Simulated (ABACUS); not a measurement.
CoO in ABACUS: the effect of dispersion

CoO:

```
CELL_PARAMETERS angstrom
-1.49788 1.49788 2.09311
1.49788 -1.49788 2.09311
1.49788 1.49788 -2.09311
ATOMIC_POSITIONS crystal
Co 0.00000 0.00000 0.00000
O 0.50000 0.50000 0.00000
```

The cell isn't the ideal one: volume scaled by 0.98.

Alike in all runs:

```yaml
Program: ABACUS 3.10.1
Task: equation of state
Functional: BLYP
Potentials_or_basis: PseudoDojo NC SR 0.4.1 PBE standard
Cutoff: 1320 eV
Density_cutoff: 5279 eV
Basis: plane waves
k_mesh: 8 × 8 × 8
Occupations: fermi-dirac, width 0.05 eV
Spin: collinear spin, ferromagnetic start
Starting_moments: "[2.0, 0.0] μB"
```

| dispersion | pressure (GPa) |
| --- | --- |
| none | ? |
| D2 | 8.3 |
| D3 | 3.3 |
| D3(BJ) | 1.3 |
| D3(BJ)+ABC | 1.9 |

Problem. What does the run with dispersion none give?

Solution. Pressure 9.8 GPa.

Caveats: all runs use coarse meshes; the potentials were made for another functional, which shifts forces and pressure; a cell with one magnetic atom can't hold antiferromagnetic order, which such compounds often take; pairwise dispersion overbinds metals, which lowers pressure and volume (some runs).
